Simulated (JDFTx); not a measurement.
The system is MgS.

```xyz
2
Lattice="0.0000 2.8331 2.8331 2.8331 0.0000 2.8331 2.8331 2.8331 0.0000" Properties=species:S:1:pos:R:3 pbc="T T T"
S     1.4166    1.4166    1.4166
Mg    0.0000    0.0000    0.0000
```

The cell comes from a database or a generator and needn't be the stable form of this composition.

```yaml
Program: JDFTx 1.7.0 (patched build)
Task: single point
Functional: PBE
Potentials_or_basis: PseudoDojo-SR-PBE-0.5-standard
Cutoff: 1143 eV
Density_cutoff: 4572 eV
k_mesh: 8 × 8 × 8
Occupations: fermi-dirac, width 0.05 eV
Spin: no spin polarisation
```

On this cell: pressure 1.0 GPa; largest force zero by symmetry; band gap on the k mesh 3.44 eV, direct.

The same run follows on a disturbed copy (atoms moved at random, drawn with an rms of 0.05 Å):

```
S Mg
1.0
     0.00000    2.83312    2.83312
     2.83312    0.00000    2.83312
     2.83312    2.83312    0.00000
S Mg
1 1
Direct
  0.25779 0.24666 0.25028
  0.98714 0.01107 0.00340
```

What does the disturbed cell give?

The energy moves by +7.9 meV/atom; pressure 1.1 GPa; largest force 0.445 eV/Å; band gap on the k mesh 3.36 eV, direct.

Forces in eV/Å, atoms in the order of the input:
```
S    0.297 -0.297 -0.149
Mg  -0.296  0.294  0.149
```

Stress tensor (GPa, compression positive):
```
 1.09 -0.52 -1.12
-0.52  1.09  1.12
-1.12  1.12  1.16
```

Caveats: forces may be off by hundredths of an eV/Å (some runs); the empty levels aren't tightly converged (some runs).

A k mesh can miss the band edges.
